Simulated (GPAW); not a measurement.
HgTe (Coloradoite):

```
Hg Te
1.0
     0.00000    3.21450    3.21450
     3.21450    0.00000    3.21450
     3.21450    3.21450    0.00000
Hg Te
1 1
Direct
  0.00000 0.00000 0.00000
  0.75000 0.75000 0.75000
```

* Program: GPAW 26.7.0
* Task: relaxation of cell and atoms
* Functional: PBE
* Dispersion: D3(op)
* Potentials or basis: GPAW PAW data sets (gpaw-data 1.2.1)
* Cutoff: 600 eV
* Basis: pw
* k mesh: 7 × 7 × 7
* Occupations: fermi-dirac, width 0.05 eV
* Spin: no spin polarisation

At the start: pressure 2.8 GPa; volume 33.22 Å³/atom.

**Question.** Where does the relaxation end?

**Answer.** Over 4 steps the energy falls by 18.4 meV/atom and the volume is 35.42 Å³/atom (+6.6 %); space group F-43m (No. 216, to 0.05 Å).

The path:
| step | energy change (eV) | largest force (eV/Å) | pressure (GPa) | volume (Å³) |
| --- | --- | --- | --- | --- |
| 1 | 0.0000 | 0.0000 | 2.81 | 66.43 |
| 2 | -0.0131 | 0.0000 | 2.19 | 67.26 |
| 3 | -0.0365 | 0.0000 | 0.19 | 70.51 |
| 4 | -0.0367 | 0.0000 | 0.01 | 70.84 |

Final structure:
```yaml
crystal:
  lattice:
    - [0.00000, 3.28408, 3.28408]
    - [3.28408, 0.00000, 3.28408]
    - [3.28408, 3.28408, 0.00000]
  atoms:
    - { symbol: Hg, position: [0.00000, 0.00000, 0.00000] }
    - { symbol: Te, position: [0.75000, 0.75000, 0.75000] }
```

Caveat: later steps reuse the first step's grids; pairwise dispersion overbinds metals, which lowers pressure and volume.
